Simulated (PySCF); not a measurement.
One of the candidates below gave these computed data.

All candidates are C6H15N.

| technique | computed result |
| --- | --- |
| Rotational structure | rotational constants A, B, C: 2.851, 2.052, 1.366 GHz [GFN2-xTB] |
| Dipole | 0.67 D [PBE0/pcSseg-1] |
| 13C NMR | chemical shifts (computed TMS as zero) by class: 52.5 (3 C), 16.5 (3 C) ppm [GIAO PBE0/pcSseg-1] |
| NMR, other nuclei | isotropic shieldings of nuclei other than C and H, by class: 209 (1 N) ppm [GIAO PBE0/pcSseg-1] |
| 1H NMR | chemical shifts (computed TMS as zero) by class: 2.62 (6 H), 1.00 (9 H) ppm [GIAO PBE0/pcSseg-1] |

Gas-phase values; electronic properties from PySCF, density fitting. Levels stand in brackets. The structure is a single GFN2-xTB conformer in the gas phase; no vibrational or solvent corrections. NMR values are class means; diastereotopic atoms form classes of their own.

**Question.** Which candidate is it?
A. `CCN(CC)CC`
B. `CN(C)C(C)(C)C`
C. `CC(C)(C)CCN`
D. `CCCC(C)(C)N`

**Answer.** A. It is `CCN(CC)CC`. Numbering: `[CH3:1][CH2:2][N:3]([CH2:4][CH3:5])[CH2:6][CH3:7]`. Its formula, C6H15N, gives 0 degrees of unsaturation, so no ring and no π bond. 6 carbons fall into 2 classes; from least to most shielded: sp3 carbon bound to nitrogen [C2/C4/C6] (52.5 ppm, 3 C, up to 4.9 ppm apart in this geometry), methyl carbon [C1/C5/C7] (16.5 ppm, 3 C, up to 12.3 ppm apart in this geometry). Hydrogen classes from least to most shielded: 6 H on 3 like atoms (sp3 carbon bound to nitrogen), C2/C4/C6 (2.62 ppm, a mean of values up to 0.8 ppm apart in this geometry), 9 H on 3 methyl carbons, C1/C5/C7 (1.00 ppm, a mean of values up to 0.9 ppm apart in this geometry). The other shieldings belong to: 209 ppm, tertiary amine nitrogen [N3]. The optimised geometry has point group C1 and is an asymmetric top.

The others, at the same levels:
- `CN(C)C(C)(C)C` fails: it has 3 carbon classes against 2; its computed 13C shifts are 54.2 (1 C), 40.3 (2 C), 27.7 (3 C) ppm, rotational constant A is 3.141 GHz (against 2.851 GHz) and smallest rotational constant is 1.926 GHz (against 1.366 GHz).
- `CC(C)(C)CCN` fails: it has 4 carbon classes against 2; its computed 13C shifts are 58.1 (1 C), 43.6 (1 C), 31.6 (1 C), 31.6 (3 C) ppm, 1H shifts are 2.80 (2 H), 1.17 (2 H), 0.94 (9 H), 0.35 (2 H) ppm and rotational constant A is 4.125 GHz (against 2.851 GHz).
- `CCCC(C)(C)N` fails: it has 5 carbon classes against 2; its computed 13C shifts are 50.7 (1 C), 50.3 (1 C), 34.3 (2 C), 20.9 (1 C), 17.4 (1 C) ppm, 1H shifts are 1.76 (2 H), 1.14 (2 H), 1.10 (6 H), 0.99 (3 H), 0.41 (2 H) ppm and rotational constant A is 4.207 GHz (against 2.851 GHz).

Each candidate is one conformer, not necessarily the lowest. Dipoles, sizes and rotational constants follow the conformer. The torsions of the flexible species, by atom-mapped SMILES:
- `[CH3:1][CH2:2][N:3]([CH2:4][CH3:5])[CH2:6][CH3:7]`: C1–C2–N3–C4 62°, C2–N3–C4–C5 151°, C2–N3–C6–C7 -109°
- `[CH3:1][N:2]([CH3:3])[C:4]([CH3:5])([CH3:6])[CH3:7]`: C1–N2–C4–C5 -65°
- `[CH3:1][C:2]([CH3:3])([CH3:4])[CH2:5][CH2:6][NH2:7]`: C1–C2–C5–C6 180°, C2–C5–C6–N7 180°, H–N7–C6–C5 -59°, H–N7–C6–C5 59°
- `[CH3:1][CH2:2][CH2:3][C:4]([CH3:5])([CH3:6])[NH2:7]`: C1–C2–C3–C4 171°, C2–C3–C4–C5 61°, H–N7–C4–C3 -62°, H–N7–C4–C3 179°
